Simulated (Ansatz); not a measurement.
**Levels of theory for CaO (rocksalt)**

All numbers come from Ansatz. Calculated for a static, non-magnetic cell.

Structure: CaO in the rocksalt structure, at its r2SCAN minimum. Space group Fm-3m (No. 225), cubic; a = 4.795 Å in the conventional setting, 13.78 Å³ an atom. Ca has 6 O at 2.40 Å; O has 6 Ca at 2.40 Å.

```cif
data_structure
_symmetry_space_group_name_H-M 'Fm-3m'
_symmetry_Int_Tables_number 225
_cell_length_a 4.7951
_cell_length_b 4.7951
_cell_length_c 4.7951
_cell_angle_alpha 90.000
_cell_angle_beta 90.000
_cell_angle_gamma 90.000
_cell_volume 110.25
loop_
_atom_site_label
_atom_site_type_symbol
_atom_site_symmetry_multiplicity
_atom_site_Wyckoff_symbol
_atom_site_fract_x
_atom_site_fract_y
_atom_site_fract_z
_atom_site_occupancy
Ca1 Ca 4 a 0.00000 0.00000 0.00000 1
O1 O 4 b 0.50000 0.00000 0.00000 1
```

Relaxed lattice by functional, symmetry kept:
```csv
functional,k mesh,a (Å),volume (Å³/atom)
PBE,8×8×8,4.830,14.09
r2SCAN,8×8×8,4.795,13.78
PBEsol,8×8×8,4.767,13.54
LDA,8×8×8,4.708,13.04
HSE06,6×6×6,4.799,13.81
```

On this one geometry the levels give:
```json
{"level": "LDA", "k mesh": "10×10×10", "gap (eV)": "3.48", "kind": "indirect", "edges": "Γ → X", "least direct gap (eV)": "3.86"}
{"level": "PBE", "k mesh": "10×10×10", "gap (eV)": "3.65", "kind": "indirect", "edges": "Γ → X", "least direct gap (eV)": "4.02"}
{"level": "r2SCAN", "k mesh": "10×10×10", "gap (eV)": "4.20", "kind": "indirect", "edges": "Γ → X", "least direct gap (eV)": "4.57"}
{"level": "r2SCANh", "k mesh": "6×6×6", "gap (eV)": "5.08", "kind": "indirect", "edges": "Γ → X", "least direct gap (eV)": "5.48"}
{"level": "HSE06", "k mesh": "6×6×6", "gap (eV)": "5.31", "kind": "indirect", "edges": "Γ → X", "least direct gap (eV)": "5.73"}
{"level": "DDH-PBE0", "k mesh": "6×6×6", "gap (eV)": "6.19", "kind": "indirect", "edges": "Γ → X", "least direct gap (eV)": "6.62"}
{"level": "PBE0", "k mesh": "6×6×6", "gap (eV)": "6.05", "kind": "indirect", "edges": "Γ → X", "least direct gap (eV)": "6.48"}
{"level": "G0W0@PBE (82 empty bands, 120 eV, 6×6×6)", "k mesh": "6×6×6", "gap (eV)": "5.78", "kind": "–", "edges": "Γ → X (mesh)", "least direct gap (eV)": "–"}
{"level": "G0W0@PBE (204 empty bands, 220 eV, 6×6×6)", "k mesh": "6×6×6", "gap (eV)": "5.96", "kind": "–", "edges": "Γ → X (mesh)", "least direct gap (eV)": "–"}
```
PBE: smearing of 0.02 eV; the others have fixed occupations.
Wave cutoffs: 420 eV, 500 eV (r2SCAN, r2SCANh). Set aside, since their points miss a band edge that the other levels read or their mesh is too coarse: LC-ωPBE.
The G0W0 gap is PBE's gap over the path plus the quasiparticle shift read on the mesh. G0W0 here is at a finite number of bands, screening cutoff and k mesh, not at the basis limit.

The HSE06 gap is indirect, 5.31 eV (Γ to X), below the direct gap of 5.73 eV at X.

Taking G0W0@PBE (204 empty bands, 220 eV, 6×6×6), 5.96 eV, as the yardstick (a computed one, not at the basis limit), PBE0 comes nearest, +0.09 eV off, at about 9 times r2SCAN's cost; G0W0 itself took about 50 times r2SCAN's cost. The others: DDH-PBE0 +0.23, HSE06 -0.65, r2SCANh -0.88, r2SCAN -1.76, PBE -2.31, LDA -2.48 eV. The yardstick still moved by +0.18 eV in its last step of bands and cutoff, so this order can change. r2SCAN covers 33 % of the step from PBE to HSE06, while HSE06 needs about 9 times r2SCAN's cost (on a coarser mesh). Among these functionals the gap stays indirect.

r2SCAN (ground state on 8×8×8): ε∞: 3.52 in all directions. Born charges, averaged over directions: Ca +2.33, O -2.33 e. PBE (ground state on 8×8×8): The clamped-ion dielectric constant comes out as 3.79 in all directions. Born charges, averaged over directions: Ca +2.36, O -2.36 e.

On the PBEsol cell (a = 4.767 Å), with PBEsol: The optical mode at Γ lies at 273 cm⁻¹ without the longitudinal term. With the long-range field the highest mode reaches 551 cm⁻¹. ε∞: 3.86 in all directions. With the ions relaxed, ε⁰ is 15.7 in all directions. Born charges, averaged over directions: Ca +2.36, O -2.36 e.

The meshes of the hybrids are coarse, so their gaps aren't converged to the digits shown.
